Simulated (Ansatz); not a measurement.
# ZnO (CsCl type): the cost of one run

Computed with Ansatz 0.2.0 (DFT PBE, with the methods named in each step, unless a step's input says otherwise).

## (1) The structure to begin with

Symmetry: Pm-3m, No. 221, cubic system. Conventional cell: a = 2.714 Å, b = 2.714 Å, c = 2.714 Å, α = 90.00°, β = 90.00°, γ = 90.00°. Around Zn (site symmetry m-3m) lie 8 O at 2.35 Å. O (site symmetry m-3m) is surrounded by 8 Zn at 2.35 Å.

As a file:

```
CELL_PARAMETERS angstrom
2.71442 0.00000 0.00000
0.00000 2.71442 0.00000
0.00000 0.00000 2.71442
ATOMIC_POSITIONS crystal
Zn 0.00000 0.00000 0.00000
O 0.50000 0.50000 0.50000
```

Atoms are numbered in the order of the input: Zn1, O2.

## (2) Cell relaxed at zero pressure, PAW

Input file input.yaml:

```yaml
crystal:
  lattice:
    - [2.7144176166, 0.0, 0.0]
    - [0.0, 2.7144176166, 0.0]
    - [0.0, 0.0, 2.7144176166]
  atoms:
    - { symbol: Zn, position: [0.0, 0.0, 0.0] }
    - { symbol: O, position: [0.5, 0.5, 0.5] }
kpoints:
  mp_grid: { grid: [15, 15, 15] }
scf:
  occupations: { method: fermi_dirac, width: 0.08 }
hamiltonian:
  xc: pbe
  pseudopotentials: { kind: paw }
output:
  forces: true
  stress: true
  write_density: true
  write_potential: true
  elf: true
  volumetric_format: npy
relax:
  f_tol: 0.005
  max_steps: 40
  cell: {}
```

Started as:

```bash
> ansatz run input.yaml --threads 1 --pin off --max-ram 3584MiB --backend cpu --events-out ev --progress --plain --runs-dir out
```

Q: Estimate wall time and peak memory on 1 thread of Arm Neoverse V1, shared host.

About 16 s, with a peak of 0.32 GiB.
